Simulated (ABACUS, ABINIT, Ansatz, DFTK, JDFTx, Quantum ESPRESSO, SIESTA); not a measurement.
LiH: programs and potentials compared

```xyz
2
Lattice="0.0000 2.0368 2.0368 2.0368 0.0000 2.0368 2.0368 2.0368 0.0000" Properties=species:S:1:pos:R:3 pbc="T T T"
Li    0.0000    0.0000    0.0000
H     2.0368    2.0368    2.0368
```

Alike in all runs: task single point; functional PBE; k mesh 11 × 11 × 11; occupations fermi-dirac, width 0.05 eV; no spin polarisation; no spin-orbit coupling. Pressure is positive in compression and, in plane waves, holds the error of the finite cutoff, which Ansatz's Pulay term estimates and takes out.

| program and potentials | plane-wave cutoff (eV) | notes | pressure (GPa) |
| --- | --- | --- | --- |
| SIESTA, files PseudoDojo sr-pbe-0.4.1-standard, DZP (energy shift 0.003 Ry; two zetas on semicore shells) | - | atomic basis | -1.68 |
| ABACUS, PseudoDojo NC SR 0.4.1 PBE standard, plane waves | 1007 | - | -1.68 |
| Quantum ESPRESSO, SSSP 1.3 efficiency PBE | 816 | - | -1.65 |
| Ansatz, all-electron LAPW, scalar-relativistic | - | - | ? |
| ABINIT, JTH PAW PBE v2.0 | 680 | - | -1.86 |
| Ansatz, Ansatz PAW (earlier soft set) | 420 | Pulay term of +0.09 GPa included | -1.64 |
| DFTK, PseudoDojo SR PBE 0.4.1 standard (PBE) | 1007 | - | -1.68 |
| JDFTx, PseudoDojo-SR-PBE-0.5-standard | 1007 | - | -1.68 |

Question: Estimate from the other rows what the run with Ansatz, all-electron LAPW, scalar-relativistic gave.

Answer: Pressure -1.66 GPa. The other rows, which needn't bracket it: pressure -1.86 to -1.64.
